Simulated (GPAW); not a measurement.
Crystal: Si.

```
Si
1.0
     4.12095    0.00000    0.00000
    -2.06047    3.56885    0.00000
     0.00000    0.00000    2.65479
Si
2
Direct
  0.33333 0.66667 0.50000
  0.66666 0.33334 0.50000
```

The cell was built by a generator and needn't be a form met in nature.

```yaml
Program: GPAW 26.7.0
Task: relaxation of cell and atoms
Functional: PBEsol
Dispersion: D3
Potentials_or_basis: PAW data sets generated in the run's folder for this functional
Cutoff: 600 eV
Basis: pw
k_mesh: 8 × 8 × 10
Occupations: fermi-dirac, width 0.05 eV
Spin: no spin polarisation
```

At the start: pressure -2.6 GPa; volume 19.52 Å³/atom.

Question: How do energy, volume and symmetry change on relaxing?

Answer: Over 3 steps the energy falls by 5.1 meV/atom and the volume is 18.90 Å³/atom (-3.2 %); space group P6/mmm (No. 191, to 0.05 Å).

The path:
```csv
step,energy change (eV),largest force (eV/Å),pressure (GPa),volume (Å³)
1,0.0000,0.0000,-2.58,39.04
2,-0.0039,0.0000,-2.05,38.78
3,-0.0103,0.0000,0.10,37.81
```

Final structure:
```xyz
2
Lattice="4.0830 0.0000 0.0000 -2.0415 3.5360 0.0000 0.0000 0.0000 2.6189" Properties=species:S:1:pos:R:3 pbc="T T T"
Si    0.0000    2.3573    1.3094
Si    2.0415    1.1787    1.3094
```

Caveat: later steps reuse the first step's grids; pairwise dispersion overbinds metals, which lowers pressure and volume.
